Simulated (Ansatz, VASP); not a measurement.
# One calculation of Tl, two programs

The input INCAR:

```
SYSTEM = Tl
PREC     = Accurate       ! precision mode
ENCUT    = 600            ! plane-wave cutoff, eV
EDIFF    = 1E-6           ! SCF threshold, eV
ISMEAR   = 0              ! smearing method
SIGMA    = 0.1            ! smearing width, eV
LREAL    = .False.        ! projectors in reciprocal space
LASPH    = .True.         ! aspherical terms in the spheres
NELM     = 100            ! most SCF steps
ALGO     = Normal         ! electronic algorithm
ISIF     = 4              ! what is computed and relaxed
LWAVE    = .False.        ! write WAVECAR
LCHARG   = .False.        ! write CHGCAR
GGA      = PE             ! functional
IVDW     = 12             ! dispersion correction
IBRION   = 2              ! ionic algorithm
NSW      = 50             ! ionic steps
EDIFFG   = -0.01          ! ionic threshold
```

The input KPOINTS:

```
Automatic mesh
0
Gamma
  15 15 4
  0 0 0
```

File POSCAR:

```
Tl
1.0
    3.3121233450      0.0000000000      0.0000000000
   -1.6560616725      2.8683829572      0.0000000000
    0.0000000000      0.0000000000     10.8765062302
Tl
4
Direct
    0.0000000000      0.0000000000      0.0000000000
    0.3333333333      0.6666666667      0.2500000000
    0.0000000000      0.0000000000      0.5000000000
    0.6666666667      0.3333333333      0.7500000000
```

Input for Ansatz:

```yaml
crystal:
  lattice:
    - [3.312123345, 0.0, 0.0]
    - [-1.6560616725, 2.8683829572, 0.0]
    - [0.0, 0.0, 10.8765062302]
  atoms:
    - { symbol: Tl, position: [0.0, 0.0, 0.0] }
    - { symbol: Tl, position: [0.3333333333, 0.6666666667, 0.25] }
    - { symbol: Tl, position: [0.0, 0.0, 0.5] }
    - { symbol: Tl, position: [0.6666666667, 0.3333333333, 0.75] }
basis:
  ecutwfc: 420
kpoints:
  mp_grid: { grid: [15, 15, 4] }
hamiltonian:
  xc: pbe
  dispersion: d3bj
scf:
  occupations: { method: gaussian, width: 0.1 }
output:
  forces: true
  stress: true
  eigenvalues: true
relax:
  adjacent_minimum: "off"
  f_tol: 0.01
  max_steps: 30
  cell: { stress_tol: 0.1, fix: [volume] }
```

Alike in both runs: task relaxation of shape and atoms at fixed volume; functional PBE; dispersion D3(BJ); k mesh 15 × 15 × 4; occupations gaussian, width 0.1 eV; no spin polarisation.

|  | VASP | Ansatz |
| --- | --- | --- |
| version | VASP 6.6.1 | Ansatz 0.2.0 |
| potentials or method | VASP PAW PBE potentials, release 64 (Tl_d) | scalar-relativistic, plane waves, PAW |
| plane-wave cutoff (eV) | 600 | 420 |
| valence electrons in the cell | 52 | 52 |

|  | VASP | Ansatz | Ansatz less VASP |
| --- | --- | --- | --- |
| gap on the k mesh at the Fermi level, each at its own relaxed structure (eV) | none | none | - |
| relaxed volume (Å³/atom) | 25.83 | 25.83 | 0.000 |
| relaxed cell length with the largest relative difference (Å) | 3.312 | 3.312 | 0.0000 |

A gap of «none» marks a metal or a gap that the smearing closes.

Caveats: the relaxation stopped at its first step, so nothing moved; pairwise dispersion overbinds metals, which lowers pressure and volume. Spin-orbit coupling is left out, which matters for the levels of Tl.
